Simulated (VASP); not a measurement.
Set up this calculation in VASP 6.6.1, as the native input.

- Task: RPA correlation energy
- Functional: PBE
- Potentials or basis: VASP PAW PBE potentials, release 64 (In_d_GW, As_GW)
- Cutoff: 400 eV
- k mesh: 4 × 4 × 4
- Occupations: gaussian, width 0.05 eV
- Spin: no spin polarisation
- Cutoff of the response function: 200
- Frequency points: 12
- Further INCAR settings: ALGO = ACFDT; EDIFF = 1e-08; NBANDS = 934

The system is InAs.

```
In As
1.0
     0.00000    2.91517    2.91517
     2.91517    0.00000    2.91517
     2.91517    2.91517    0.00000
In As
1 1
Direct
  0.50000 0.50000 0.50000
  0.00000 0.00000 0.00000
```

Measurements of this composition are mostly on another form, of space group No. 216.

The cell isn't the ideal one: volume scaled by 1.04.

One way to write it, as run:

POSCAR

```
InAs
1.0
    0.0000000000      2.9151676052      2.9151676052
    2.9151676052      0.0000000000      2.9151676052
    2.9151676052      2.9151676052      0.0000000000
In As
1 1
Direct
    0.5000000000      0.5000000000      0.5000000000
    0.0000000000      0.0000000000      0.0000000000
```

INCAR.step1

```
ALGO = Normal ; EDIFF = 1E-8
ENCUT = 400 ; GGA = PE
ISMEAR = 0 ; LASPH = True
LCHARG = False ; LREAL = False
LWAVE = True ; NELM = 60
PREC = Accurate ; SIGMA = 0.05
```

INCAR.step2

```
AEXX = 1.0 ; AGGAC = 0.0
ALDAC = 0.0 ; ALGO = EIGENVAL
EDIFF = 1E-8 ; ENCUT = 400
GGA = PE ; ISMEAR = 0
ISTART = 1 ; LASPH = True
LCHARG = False ; LHFCALC = True
LREAL = False ; LWAVE = False
NELM = 1 ; PREC = Accurate
PRECFOCK = Fast ; SIGMA = 0.05
```

INCAR.step3

```
ALGO = Exact ; EDIFF = 1E-8
ENCUT = 400 ; GGA = PE
ISMEAR = 0 ; ISTART = 1
LASPH = True ; LCHARG = False
LOPTICS = True ; LREAL = False
LWAVE = True ; NBANDS = 934
NELM = 1 ; PREC = Accurate
SIGMA = 0.05
```

INCAR.step4

```
ALGO = ACFDT ; EDIFF = 1E-8
ENCUT = 400 ; ENCUTGW = 200
GGA = PE ; ISMEAR = 0
ISTART = 1 ; LASPH = True
LCHARG = False ; LREAL = False
LWAVE = False ; NBANDS = 934
NELM = 60 ; NOMEGA = 12
PREC = Accurate ; PRECFOCK = Fast
SIGMA = 0.05
```

KPOINTS

```
k-points
0
Gamma
  4 4 4
```

Potentials or basis: VASP PAW PBE potentials, release 64 (In_d_GW, As_GW).

Run with:

```console
$ cat potpaw_PBE.64/In_d_GW/POTCAR potpaw_PBE.64/As_GW/POTCAR > POTCAR
$ cp INCAR.step1 INCAR
$ mpirun -np 1 vasp_std > vasp.out
$ cp INCAR.step2 INCAR
$ mpirun -np 1 vasp_std > vasp.out
$ cp INCAR.step3 INCAR
$ mpirun -np 1 vasp_std > vasp.out
$ cp INCAR.step4 INCAR
$ mpirun -np 1 vasp_std > vasp.out
```

It gave:

The band gap on the k mesh, mean-field level is none (metal or under the smearing width) and the RPA correlation energy is -13.371 eV/atom. The RPA total energy per cell is -39.206 eV and the RPA correlation energy per cell is -26.741 eV.

Caveat: the k mesh is coarse (spacing up to 0.47 Å⁻¹), so the values aren't converged; the ground state has no gap, which makes the many-body step unreliable.

Run time: 32 min on 1 thread of Intel(R) Xeon(R) Platinum 8488C (Sapphire Rapids), with other jobs on the host, peak memory 1.1 GiB.
